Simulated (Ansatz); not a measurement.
Pb: the change of pressure with volume scale

Periodic Kohn-Sham DFT of a crystal at fixed atoms, scaled to volume_scale times the given cell; pressure positive in compression, energy less spherical unpolarised free atoms, largest_vzz the field gradient of largest size among the nuclei. The results are calculated, by Ansatz 0.2.0.

The cell before it is scaled or strained (space group Im-3m, No. 229):
```
cell vectors (Å)
  -1.9797     1.9797     1.9797
   1.9797    -1.9797     1.9797
   1.9797     1.9797    -1.9797
atoms (fractions of the cell vectors)
Pb  0.00000  0.00000  0.00000
```

Settings of every row: method frozen-core PAW; functional PBEsol; relativity scalar; k mesh 13x13x13; filling fermi-dirac; smearing width 0.08 eV; wave cutoff 420 eV; paw set soft_2.

Atom start moment: 0 on all atoms.

Limits: PAW files made with PBE; no spin-orbit coupling on heavy atoms; the cell comes from a prototype or a list of computed structures and needn't be the stable phase.

| row | volume scale | V (Å³/atom) | pressure (GPa) |
| --- | --- | --- | --- |
| 1 | 0.9405 | 29.189 | 1.186 |
| 2 | 0.97 | 30.104 | -0.322 |
| 3 | 1 | 31.034 | -1.601 |
| 4 | 1.03 | 31.967 | -2.667 |
| 5 | 1.06 | 32.898 | ? |

Question: what pressure should row 5 give?

Worked fit of pressure. Take u = (V_r/V)^(2/3) − 1 with V_r = 30.569 Å³ an atom, which is twice the finite (Eulerian) strain; such expansions in the strain, on which the Birch-Murnaghan equation of state is built, carry the rest volume and the bulk modulus. The shown rows have u = 0.03128, 0.01027, -0.01001, -0.02937. Least squares give pressure = −0.991 + 63.122 × u + 206.64 × u² GPa; a straight line predicts inner rows, each left out in turn, worse (root mean square 0.12 against 0.0024 GPa). The rows lie off it by 0.000, -0.001, 0.001, 0.000. The pressure vanishes at u = 0.0150, or V = 29.9 Å³ an atom, and there the bulk modulus at fixed shape and fractions is B = −V dP/dV = (2/3)(1 + u) dP/du = 46.9 GPa. The withheld row has u = -0.04777, so the fit gives −0.991 + 63.122 × (-0.04777) + 206.64 × (-0.04777)² = -3.535 GPa.

The calculation gave -3.559 GPa. The fit lies 0.024 GPa (0.51 % of the column's range) above it; its largest miss of a shown row is 0.001 GPa. This row lies beyond the range of the fit.
